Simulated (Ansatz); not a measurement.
## Sb: strain energy, fitted

Sb, Pm-3m, a = 3.062 Å. This isn't the element's structure at ambient conditions. Ansatz: PBEsol, PAW, 420 eV, Γ-centred 18×18×18 mesh on 1 atom, Gaussian smearing 0.10 eV; no spin polarisation. Series: strain along c alone, the other axes held, atoms fixed by symmetry; x is the strain in per cent. y is the free energy over the unstrained cell, V0 = 28.702 Å³/atom.

```
x (%) y (meV/atom)
 -3.0         13.93
 -2.0          5.99
 -1.0             ?
  0.0          0.00
  1.0          1.19
  2.0          4.74
  3.0         10.50
```

Problem. Fit y = c2 x² + c3 x³ to the other rows, turn c2 into a modulus, and predict the missing energy.

Solution. Least squares on the rows shown. y = 1.354 x² − 0.06476 x³. In eV per unit strain² c2 is 13.54; this is C33 with relaxed ions (E = ½ C33 V0 ε²): 2 × 13.54 × 160.2 / (28.702) = 151 GPa. At x = -1.0 the fit asked for gives 1.42 meV/atom. The run gave 1.41 meV/atom, so the fit is 0.01 meV/atom too high, within the rms miss on the fitted rows (0.09 meV/atom).